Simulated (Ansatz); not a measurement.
SiC in the wurtzite structure (r2SCAN geometry), in Ansatz:

```yaml
crystal:
  lattice:
    - [3.07536, 0.00000, 0.00000]
    - [-1.53768, 2.66334, 0.00000]
    - [0.00000, 0.00000, 5.04811]
  atoms:
    - { symbol: Si, position: [0.33333, 0.66667, 0.99959] }
    - { symbol: Si, position: [0.66667, 0.33333, 0.49959] }
    - { symbol: C, position: [0.33333, 0.66667, 0.37541] }
    - { symbol: C, position: [0.66667, 0.33333, 0.87541] }
```

G0W0@PBE with 155 empty bands, a screening cutoff of 140 eV and a 6×6×4 mesh (PAW, contour deformation) gives 3.046 eV over the mesh points, from a PBE gap of 2.274 eV; it sums over 163 bands with 147 plane waves in the screening and a wave cutoff of 420 eV. No extrapolation in bands, cutoff or mesh was made for G0W0. The values are computed, spin-unpolarised, and not measurements.

Task: Estimate the gap with mesh 9×9×4, empty bands 67, screening cutoff 80 eV.

Result: 2.825 eV (-0.221 eV), from a Kohn-Sham gap of 2.277 eV.

Task: Estimate the gap with empty bands 67, screening cutoff 80 eV.

Result: 2.820 eV (-0.226 eV), from a Kohn-Sham gap of 2.274 eV.
